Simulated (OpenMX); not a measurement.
## Sn: equation of state with PBE

Sn:

```
Sn
1.0
     0.00000    3.23334    3.23334
     3.23334    0.00000    3.23334
     3.23334    3.23334    0.00000
Sn
2
Direct
  0.75000 0.75000 0.75000
  0.50000 0.50000 0.50000
```

This isn't the form of Sn at room conditions, which is tetragonal (white tin).

- Program: OpenMX 3.8.5
- Task: equation of state
- Functional: PBE
- Potentials or basis: OpenMX 2013 PBE set, Sn7.0-s3p2d2f1, fixed grid of 50 × 50 × 50 points
- k mesh: 7 × 7 × 7
- Occupations: fermi-dirac, width 0.05 eV
- Spin: no spin polarisation
- Mixing scheme: rmm-diisk
- SCF threshold: 1e-08 Ha
- Solver: band
- Grid points, held for all volumes: 50 × 50 × 50

| Property | Result |
| --- | --- |
| Equilibrium volume | 34.51 Å³/atom (rough: see the caveat) |
| Bulk modulus | 24 GPa (rough) |

Energy against volume, from the lowest point:
```csv
volume (Å³/atom),energy (meV/atom)
31.775,27.61
32.451,14.13
33.127,5.68
33.803,1.18
34.479,0.00
35.155,1.18
35.831,2.88
```

Caveat: the fit is doubtful: noisy points or a state that changes with volume; volumes in these bases differ from converged ones by about 1 %, for some elements by several; the basis of atomic orbitals isn't converged, which shifts pressures, moduli and gaps.
